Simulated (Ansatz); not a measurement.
Consider the ligand exchange at a B–C bond: `BCC(C)=O` + `OCO` → `BOCO` + `CC(C)=O`.

Gas-phase electronic energies from Ansatz, PBE0-D4/def2-TZVP geometries. CCSD(T)/CBS is the MP2 limit (def2-TZVPP, def2-QZVPP) plus CCSD(T) − MP2 in def2-TZVPP, frozen cores. This one scheme is used for every species. One conformer a species, not always the lowest.

`BCC(C)=O`:

Z-matrix (Å, degrees):
```
C
C 1 1.504
B 1 1.557 2 115.3
H 1 1.107 2 109.6 3 112.7
H 1 1.092 2 110.4 3 -129.5
O 2 1.206 1 120.9 3 105.1
C 2 1.505 1 117.0 3 -74.4
H 3 1.195 1 119.8 2 -157.3
H 3 1.197 1 121.1 2 26.1
H 7 1.088 2 110.1 1 168.5
H 7 1.095 2 109.0 1 -71.9
H 7 1.092 2 111.2 1 46.0
```

`OCO`:

Z-matrix (Å, degrees):
```
C
O 1 1.397
O 1 1.396 2 112.9
H 1 1.095 2 105.2 3 -122.5
H 1 1.095 2 112.0 3 118.6
H 2 0.962 1 107.9 3 -61.7
H 3 0.962 1 107.9 2 -61.7
```

`BOCO`:

```xyz
9

B    -1.450   -0.490    0.370
O    -0.604    0.221   -0.395
C     0.794    0.001   -0.352
O     1.432    1.002    0.356
H    -1.030   -1.371    1.072
H    -2.611   -0.211    0.301
H     1.128   -0.046   -1.394
H     1.011   -0.938    0.163
H     1.331    1.831   -0.121
```

`CC(C)=O`:

```xyz
10

C     1.257    0.005    0.287
C     0.033   -0.426   -0.478
C    -1.272    0.199   -0.058
O     0.094   -1.227   -1.377
H     1.344    1.095    0.292
H     1.168   -0.310    1.331
H     2.148   -0.439   -0.152
H    -1.242    1.277   -0.244
H    -2.096   -0.243   -0.616
H    -1.433    0.069    1.015
```

```tsv
species	CCSD(T)/CBS(def2) energy (Eh)
`BCC(C)=O`	-218.31379
`OCO`	-190.79619
`BOCO`	-216.22063
`CC(C)=O`	-192.94016
```

Q: Work out ΔE.

A: ΔE = (-216.22063) + (-192.94016) − (-218.31379) − (-190.79619) = -0.05081 Eh = -133.4 kJ/mol.

Largest T1 diagnostic among the species: 0.014.

In def2-TZVPP, CCSD(T) changes the Hartree–Fock value by +4.1 kJ/mol (the triples alone add −0.5 kJ/mol) and MP2 by +4.5 kJ/mol.
